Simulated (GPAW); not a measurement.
The system is Ti.

```
Ti
1.0
     2.95000    0.00000    0.00000
    -1.47500    2.55477    0.00000
     0.00000    0.00000    4.68000
Ti
2
Direct
  0.66667 0.33333 0.75000
  0.33333 0.66667 0.25000
```

```yaml
Program: GPAW 26.7.0
Task: relaxation of cell and atoms
Functional: PBE
Dispersion: D3(BJ)
Potentials_or_basis: GPAW PAW data sets (gpaw-data 1.2.1)
Cutoff: 600 eV
Basis: pw
k_mesh: 7 × 7 × 4
Occupations: fermi-dirac, width 0.05 eV
Spin: no spin polarisation
```

At the start: pressure -7.6 GPa; volume 17.64 Å³/atom.

Where does the relaxation end?

Over 6 steps the energy falls by 23.0 meV/atom and the volume is 16.47 Å³/atom (-6.6 %); space group P6_3/mmc (No. 194, to 0.05 Å).

Step by step:
| step | energy change (eV) | largest force (eV/Å) | pressure (GPa) | volume (Å³) |
| --- | --- | --- | --- | --- |
| 1 | 0.0000 | 0.0000 | -7.60 | 35.27 |
| 2 | -0.0224 | 0.0001 | -5.82 | 34.64 |
| 3 | -0.0444 | 0.0007 | 0.38 | 32.81 |
| 4 | -0.0452 | 0.0002 | 0.00 | 32.91 |
| 5 | -0.0453 | 0.0003 | -0.04 | 32.92 |
| 6 | -0.0459 | 0.0003 | -0.10 | 32.93 |

Final structure:
```cif
data_structure
_symmetry_space_group_name_H-M 'P 1'
_symmetry_Int_Tables_number 1
_cell_length_a 2.8762
_cell_length_b 2.8762
_cell_length_c 4.5970
_cell_angle_alpha 90.000
_cell_angle_beta 90.000
_cell_angle_gamma 120.000
_cell_volume 32.93
loop_
_atom_site_label
_atom_site_type_symbol
_atom_site_fract_x
_atom_site_fract_y
_atom_site_fract_z
_atom_site_occupancy
Ti1 Ti 0.66667 0.33333 0.75000 1
Ti2 Ti 0.33333 0.66667 0.25000 1
```

Caveat: later steps reuse the first step's grids; pairwise dispersion overbinds metals, which lowers pressure and volume.
